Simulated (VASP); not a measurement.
# LiBr (Fm-3m) in VASP: a series of runs, part 2 of 2

VASP 6.6.1. Earlier steps stand in the parts before.

### 3 Equation of state, PBE, 19.98 Å³/atom (volume scaled by 0.96)

The input, INCAR:

```
SYSTEM = LiBr
  PREC = Accurate
  ENCUT = 520
  EDIFF = 1E-7
  ISMEAR = -1
  SIGMA = 0.05
  LREAL = .FALSE.
  LASPH = .TRUE.
  NELM = 100
  ALGO = Normal
  ISIF = 2
  LWAVE = .FALSE.
  LCHARG = .FALSE.
  GGA = PE
  NBANDS = 12
```

The input, KPOINTS:

```
regular mesh
0
G
  8 8 8
  0 0 0
```

The input, POSCAR:

```
LiBr
1.0
    0.0000000000      2.7134744969      2.7134744969
    2.7134744969      0.0000000000      2.7134744969
    2.7134744969      2.7134744969      0.0000000000
Br Li
1 1
Direct
    0.5000000000      0.5000000000      0.5000000000
    0.0000000000      0.0000000000      0.0000000000
```

Potentials or basis: VASP PAW PBE potentials, release 64 (Br, Li_sv).

Started as:

```bash
$ cat potpaw_PBE.64/Br/POTCAR potpaw_PBE.64/Li_sv/POTCAR > POTCAR
$ mpirun -np 1 vasp_std > vasp.out
```

It took 11 s on 1 thread of Intel Xeon 6975P-C (Granite Rapids), shared host; peak memory 0.16 GiB.

Results (log left out):

```yaml
Free_energy: -6.6370 eV
Band_gap_on_the_k_mesh: 5.13 eV, direct
```

Caveat: the cutoff is under 1.25 times the usual one of these potentials, so pressure, stress and relaxed cells hold a basis-set (Pulay) error.

### 4 Equation of state, PBE, 20.40 Å³/atom (volume scaled by 0.98)

The input, INCAR:

```
SYSTEM = LiBr
  PREC = Accurate
  ENCUT = 520
  EDIFF = 1E-7
  ISMEAR = -1
  SIGMA = 0.05
  LREAL = .False.
  LASPH = .True.
  NELM = 60
  ALGO = Normal
  ISIF = 2
  LWAVE = .False.
  LCHARG = .False.
  GGA = PE
  NBANDS = 12
```

The input, KPOINTS:

```
Automatic mesh
0
Gamma
  8 8 8
  0 0 0
```

The input, POSCAR:

```
LiBr
1.0
    0.0000000000      2.7321887055      2.7321887055
    2.7321887055      0.0000000000      2.7321887055
    2.7321887055      2.7321887055      0.0000000000
Br Li
1 1
Direct
    0.5000000000      0.5000000000      0.5000000000
    0.0000000000      0.0000000000      0.0000000000
```

Started as:

```bash
$ cat potpaw_PBE.64/Br/POTCAR potpaw_PBE.64/Li_sv/POTCAR > POTCAR
$ mpirun -np 1 vasp_std > vasp.out
```

Run time: 10 s. Hardware: 1 thread of Intel Xeon 6975P-C (Granite Rapids), shared host; peak memory 0.16 GiB.

It converged, with:

* Free energy: -6.6422 eV
* Band gap on the k mesh: 5.04 eV, direct

Caveat: the cutoff is under 1.25 times the usual one of these potentials, so pressure, stress and relaxed cells hold a basis-set (Pulay) error.

### 5 Equation of state, PBE, 21.23 Å³/atom (volume scaled by 1.02)

The input, INCAR:

```
SYSTEM = LiBr
ALGO     = Normal         ! electronic algorithm
EDIFF    = 1E-7           ! SCF threshold, eV
ENCUT    = 520            ! plane-wave cutoff, eV
GGA      = PE             ! functional
ISIF     = 2              ! what is computed and relaxed
ISMEAR   = -1             ! smearing method
LASPH    = .TRUE.         ! aspherical terms in the spheres
LCHARG   = .FALSE.        ! write CHGCAR
LREAL    = .FALSE.        ! projectors in reciprocal space
LWAVE    = .FALSE.        ! write WAVECAR
NBANDS   = 12             ! bands
NELM     = 60             ! most SCF steps
PREC     = Accurate       ! precision mode
SIGMA    = 0.05           ! smearing width, eV
```

The input, KPOINTS:

```
k-points
0
G
  8 8 8
  0 0 0
```

The input, POSCAR:

```
LiBr
1.0
    0.0000000000      2.7688667561      2.7688667561
    2.7688667561      0.0000000000      2.7688667561
    2.7688667561      2.7688667561      0.0000000000
Br Li
1 1
Direct
    0.5000000000      0.5000000000      0.5000000000
    0.0000000000      0.0000000000      0.0000000000
```

Started as:

```bash
$ cat potpaw_PBE.64/Br/POTCAR potpaw_PBE.64/Li_sv/POTCAR > POTCAR
$ mpirun -np 1 vasp_std > vasp.out
```

Wall time 13 s (1 thread of Intel Xeon 6975P-C (Granite Rapids), shared host); peak memory 0.15 GiB.

Results (log left out):

```
Free energy            : -6.6437 eV
Band gap on the k mesh : 4.86 eV, direct
```

Caveat: the cutoff is under 1.25 times the usual one of these potentials, so pressure, stress and relaxed cells hold a basis-set (Pulay) error.

### 6 Equation of state, PBE, 21.64 Å³/atom (volume scaled by 1.04)

The input, INCAR:

```
SYSTEM = LiBr
  PREC = Accurate
  ENCUT = 520
  EDIFF = 1E-7
  ISMEAR = -1
  SIGMA = 0.05
  LREAL = .False.
  LASPH = .True.
  NELM = 80
  ALGO = Normal
  ISIF = 2
  LWAVE = .False.
  LCHARG = .False.
  GGA = PE
  NBANDS = 12
```

The input, KPOINTS:

```
Automatic mesh
0
Gamma
  8 8 8
  0 0 0
```

The input, POSCAR:

```
LiBr
1.0
    0.0000000000      2.7868469141      2.7868469141
    2.7868469141      0.0000000000      2.7868469141
    2.7868469141      2.7868469141      0.0000000000
Br Li
1 1
Direct
    0.5000000000      0.5000000000      0.5000000000
    0.0000000000      0.0000000000      0.0000000000
```

Potentials or basis: VASP PAW PBE potentials, release 64 (Br, Li_sv).

Started as:

```bash
$ cat potpaw_PBE.64/Br/POTCAR potpaw_PBE.64/Li_sv/POTCAR > POTCAR
$ mpirun -np 1 vasp_std > vasp.out
```

Run time: 11 s. Hardware: 1 thread of Intel Xeon 6975P-C (Granite Rapids), shared host; peak memory 0.16 GiB.

The run converged. Its results:

```
Free energy            : -6.6407 eV
Band gap on the k mesh : 4.78 eV, direct
```

Caveat: the cutoff is under 1.25 times the usual one of these potentials, so pressure, stress and relaxed cells hold a basis-set (Pulay) error.

### 7 Equation of state, PBE, 22.06 Å³/atom (volume scaled by 1.06)

The input, INCAR:

```
  PREC = Accurate
  ENCUT = 520
  EDIFF = 1E-7
  ISMEAR = -1
  SIGMA = 0.05
  LREAL = F
  LASPH = T
  NELM = 60
  ALGO = Normal
  ISIF = 2
  LWAVE = F
  LCHARG = F
  GGA = PE
  NBANDS = 12
```

The input, KPOINTS:

```
regular mesh
0
Gamma
  8 8 8
```

The input, POSCAR:

```
LiBr
1.0
    0.0000000000      2.8045980100      2.8045980100
    2.8045980100      0.0000000000      2.8045980100
    2.8045980100      2.8045980100      0.0000000000
Br Li
1 1
Direct
    0.5000000000      0.5000000000      0.5000000000
    0.0000000000      0.0000000000      0.0000000000
```

Started as:

```bash
$ cat potpaw_PBE.64/Br/POTCAR potpaw_PBE.64/Li_sv/POTCAR > POTCAR
$ mpirun -np 1 vasp_std > vasp.out
```

Run time: 11 s. Hardware: 1 thread of Intel Xeon 6975P-C (Granite Rapids), shared host; peak memory 0.15 GiB.

It converged, with:

- Free energy: -6.6354 eV
- Band gap on the k mesh: 4.71 eV, direct

Caveat: the cutoff is under 1.25 times the usual one of these potentials, so pressure, stress and relaxed cells hold a basis-set (Pulay) error.

### 8 Equation of state, PBE

Potentials or basis: VASP PAW PBE potentials, release 64 (Br, Li_sv).

No new run: the results of the series are fitted here.

What came out:

| Property | Result |
| --- | --- |
| Equilibrium volume | 20.92 Å³/atom |
| Bulk modulus | 26 GPa |
| Pressure derivative of the bulk modulus | 4.3 |

Energy against volume, from the lowest point:
| volume (Å³/atom) | energy (meV/atom) |
| --- | --- |
| 19.563 | 7.94 |
| 19.979 | 3.65 |
| 20.395 | 1.07 |
| 20.812 | 0.00 |
| 21.228 | 0.31 |
| 21.644 | 1.84 |
| 22.060 | 4.48 |

Caveat: the cutoff is under 1.25 times the usual one of these potentials, so pressure, stress and relaxed cells hold a basis-set (Pulay) error.

### 9 Equation of state, PBEsol, 19.56 Å³/atom (volume scaled by 0.94)

The input, INCAR:

```
PREC = Accurate
ENCUT = 520
EDIFF = 1E-7
ISMEAR = -1
SIGMA = 0.05
LREAL = F
LASPH = T
NELM = 80
ALGO = Normal
ISIF = 2
LWAVE = F
LCHARG = F
GGA = PS
NBANDS = 12
```

The input, KPOINTS:

```
Automatic mesh
0
Gamma
  8 8 8
```

The input, POSCAR:

```
LiBr
1.0
    0.0000000000      2.6944985299      2.6944985299
    2.6944985299      0.0000000000      2.6944985299
    2.6944985299      2.6944985299      0.0000000000
Br Li
1 1
Direct
    0.5000000000      0.5000000000      0.5000000000
    0.0000000000      0.0000000000      0.0000000000
```

Potentials or basis: VASP PAW PBE potentials, release 64 (Br, Li_sv).

Started as:

```bash
$ cat potpaw_PBE.64/Br/POTCAR potpaw_PBE.64/Li_sv/POTCAR > POTCAR
$ mpirun -np 1 vasp_std > vasp.out
```

Run time: 8.5 s. Hardware: 1 thread of Intel Xeon Platinum 8488C (Sapphire Rapids), shared host; peak memory 0.15 GiB.

Results (log left out):

```yaml
Free_energy: -6.9361 eV
Band_gap_on_the_k_mesh: 5.05 eV, direct
```

Caveat: the cutoff is under 1.25 times the usual one of these potentials, so pressure, stress and relaxed cells hold a basis-set (Pulay) error; the PAW data sets were made with another functional, which shifts forces and pressure a little.

### 10 Equation of state, PBEsol, 19.98 Å³/atom (volume scaled by 0.96)

INCAR is that of step 9.

KPOINTS is that of step 9.

The input, POSCAR:

```
LiBr
1.0
    0.0000000000      2.7134744969      2.7134744969
    2.7134744969      0.0000000000      2.7134744969
    2.7134744969      2.7134744969      0.0000000000
Br Li
1 1
Direct
    0.5000000000      0.5000000000      0.5000000000
    0.0000000000      0.0000000000      0.0000000000
```

Started as:

```bash
$ cat potpaw_PBE.64/Br/POTCAR potpaw_PBE.64/Li_sv/POTCAR > POTCAR
$ mpirun -np 1 vasp_std > vasp.out
```

It took 11 s on 1 thread of Intel Xeon Platinum 8488C (Sapphire Rapids), shared host; peak memory 0.16 GiB.

The run converged. Its results:

```yaml
Free_energy: -6.9366 eV
Band_gap_on_the_k_mesh: 4.95 eV, direct
```

Caveat: the cutoff is under 1.25 times the usual one of these potentials, so pressure, stress and relaxed cells hold a basis-set (Pulay) error; the PAW data sets were made with another functional, which shifts forces and pressure a little.

### 11 Equation of state, PBEsol, 20.40 Å³/atom (volume scaled by 0.98)

INCAR is that of step 10.

KPOINTS is that of step 10.

The input, POSCAR:

```
LiBr
1.0
    0.0000000000      2.7321887055      2.7321887055
    2.7321887055      0.0000000000      2.7321887055
    2.7321887055      2.7321887055      0.0000000000
Br Li
1 1
Direct
    0.5000000000      0.5000000000      0.5000000000
    0.0000000000      0.0000000000      0.0000000000
```

Started as:

```bash
$ cat potpaw_PBE.64/Br/POTCAR potpaw_PBE.64/Li_sv/POTCAR > POTCAR
$ mpirun -np 1 vasp_std > vasp.out
```

Wall time 12 s (1 thread of Intel Xeon Platinum 8488C (Sapphire Rapids), shared host); peak memory 0.17 GiB.

Results (log left out):

```yaml
Free_energy: -6.9341 eV
Band_gap_on_the_k_mesh: 4.86 eV, direct
```

Caveat: the cutoff is under 1.25 times the usual one of these potentials, so pressure, stress and relaxed cells hold a basis-set (Pulay) error; the PAW data sets were made with another functional, which shifts forces and pressure a little.

### 12 Equation of state, PBEsol, 21.23 Å³/atom (volume scaled by 1.02)

INCAR is that of step 11.

KPOINTS is that of step 11.

The input, POSCAR:

```
LiBr
1.0
    0.0000000000      2.7688667561      2.7688667561
    2.7688667561      0.0000000000      2.7688667561
    2.7688667561      2.7688667561      0.0000000000
Br Li
1 1
Direct
    0.5000000000      0.5000000000      0.5000000000
    0.0000000000      0.0000000000      0.0000000000
```

Potentials or basis: VASP PAW PBE potentials, release 64 (Br, Li_sv).

Started as:

```bash
$ cat potpaw_PBE.64/Br/POTCAR potpaw_PBE.64/Li_sv/POTCAR > POTCAR
$ mpirun -np 1 vasp_std > vasp.out
```

Run time: 10 s. Hardware: 1 thread of Intel Xeon Platinum 8488C (Sapphire Rapids), shared host; peak memory 0.16 GiB.

The run converged. Its results:

```
Free energy            : -6.9212 eV
Band gap on the k mesh : 4.69 eV, direct
```

Caveat: the cutoff is under 1.25 times the usual one of these potentials, so pressure, stress and relaxed cells hold a basis-set (Pulay) error; the PAW data sets were made with another functional, which shifts forces and pressure a little.

### 13 Equation of state, PBEsol, 21.64 Å³/atom (volume scaled by 1.04)

INCAR is that of step 12.

KPOINTS is that of step 12.

The input, POSCAR:

```
LiBr
1.0
    0.0000000000      2.7868469141      2.7868469141
    2.7868469141      0.0000000000      2.7868469141
    2.7868469141      2.7868469141      0.0000000000
Br Li
1 1
Direct
    0.5000000000      0.5000000000      0.5000000000
    0.0000000000      0.0000000000      0.0000000000
```

Started as:

```bash
$ cat potpaw_PBE.64/Br/POTCAR potpaw_PBE.64/Li_sv/POTCAR > POTCAR
$ mpirun -np 1 vasp_std > vasp.out
```

Run time: 11 s. Hardware: 1 thread of Intel Xeon Platinum 8488C (Sapphire Rapids), shared host; peak memory 0.16 GiB.

The run converged. Its results:

| Property | Result |
| --- | --- |
| Free energy | -6.9114 eV |
| Band gap on the k mesh | 4.61 eV, direct |

Caveat: the cutoff is under 1.25 times the usual one of these potentials, so pressure, stress and relaxed cells hold a basis-set (Pulay) error; the PAW data sets were made with another functional, which shifts forces and pressure a little.

### 14 Equation of state, PBEsol, 22.06 Å³/atom (volume scaled by 1.06)

INCAR is that of step 13.

KPOINTS is that of step 13.

The input, POSCAR:

```
LiBr
1.0
    0.0000000000      2.8045980100      2.8045980100
    2.8045980100      0.0000000000      2.8045980100
    2.8045980100      2.8045980100      0.0000000000
Br Li
1 1
Direct
    0.5000000000      0.5000000000      0.5000000000
    0.0000000000      0.0000000000      0.0000000000
```

Started as:

```bash
$ cat potpaw_PBE.64/Br/POTCAR potpaw_PBE.64/Li_sv/POTCAR > POTCAR
$ mpirun -np 1 vasp_std > vasp.out
```

Run time: 11 s. Hardware: 1 thread of Intel Xeon Platinum 8488C (Sapphire Rapids), shared host; peak memory 0.17 GiB.

Results (log left out):

```yaml
Free_energy: -6.8996 eV
Band_gap_on_the_k_mesh: 4.54 eV, direct
```

Caveat: the cutoff is under 1.25 times the usual one of these potentials, so pressure, stress and relaxed cells hold a basis-set (Pulay) error; the PAW data sets were made with another functional, which shifts forces and pressure a little.

### 15 Equation of state, PBEsol

Potentials or basis: VASP PAW PBE potentials, release 64 (Br, Li_sv).

No new run: the results of the series are fitted here.

What came out:

| Item | Value |
| --- | --- |
| Equilibrium volume | 19.83 Å³/atom |
| Bulk modulus | 29 GPa |
| Pressure derivative of the bulk modulus | 4.4 |

Energy against volume, from the lowest point:
```
volume (Å³/atom)  energy (meV/atom)
          19.563               0.24
          19.979               0.00
          20.395               1.27
          20.812               3.89
          21.228               7.72
          21.644              12.62
          22.060              18.49
```

Caveat: the cutoff is under 1.25 times the usual one of these potentials, so pressure, stress and relaxed cells hold a basis-set (Pulay) error; the PAW data sets were made with another functional, which shifts forces and pressure a little.
